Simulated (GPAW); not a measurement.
## Pt in GPAW: convergence with plane-wave cutoff (eV)

The system is Pt.

```
Pt
1.0
     2.76067    0.00000    0.00000
    -1.38033    2.39081    0.00000
     0.00000    0.00000    4.79213
Pt
2
Direct
  0.33333 0.66667 0.25000
  0.66667 0.33333 0.75000
```

This isn't the form of Pt at room conditions, which is fcc.

| Quantity | Value |
| --- | --- |
| Program | GPAW 26.7.0 |
| Task | convergence study |
| Functional | r2SCAN |
| Potentials or basis | GPAW PAW data sets (gpaw-data 1.2.1) |
| Cutoff | 200 eV |
| Basis | pw |
| k mesh | 7 × 7 × 4 |
| Occupations | fermi-dirac, width 0.05 eV |
| Spin | no spin polarisation |

These are the settings of the first run; the series varies plane-wave cutoff (eV), with any setting tied to it.

Hardware: 1 thread of Arm Neoverse V1, with other jobs on the host.

The values tried are 200, 250, 300, 350, 400, 500, 600, 800, 1000, loosest first. From which on does the energy stay within 1 meV/atom of the tightest run that finished?

From 800 on.

| plane-wave cutoff (eV) | energy less the tightest run, at zero smearing (meV/atom) | pressure (GPa) | SCF cycles | CPU time (s) | peak memory (GiB) |
| --- | --- | --- | --- | --- | --- |
| 200 | 1139.28 | -10.76 | 11 | 16 | 0.23 |
| 250 | 752.35 | -19.78 | 11 | 22 | 0.23 |
| 300 | 364.45 | -17.91 | 11 | 21 | 0.23 |
| 350 | 135.70 | -11.67 | 11 | 25 | 0.24 |
| 400 | 40.70 | -7.09 | 11 | 34 | 0.24 |
| 500 | 4.91 | -4.55 | 11 | 36 | 0.25 |
| 600 | 1.49 | -4.35 | 11 | 44 | 0.26 |
| 800 | 0.14 | -4.27 | 11 | 63 | 0.28 |
| 1000 | 0.00 | -4.27 | 11 | 130 | 0.3 |

Against the tightest run, the pressure stays within 0.1 GPa from 600 on. The tightest run that finished is the yardstick and may itself not be fully converged.

Caveat, for the tightest run too: the k mesh is coarse (spacing up to 0.38 Å⁻¹), so the values aren't converged; the PAW data sets were made with another functional, which shifts forces and pressure a little. The run has no spin-orbit coupling, so splittings on Pt are missing.
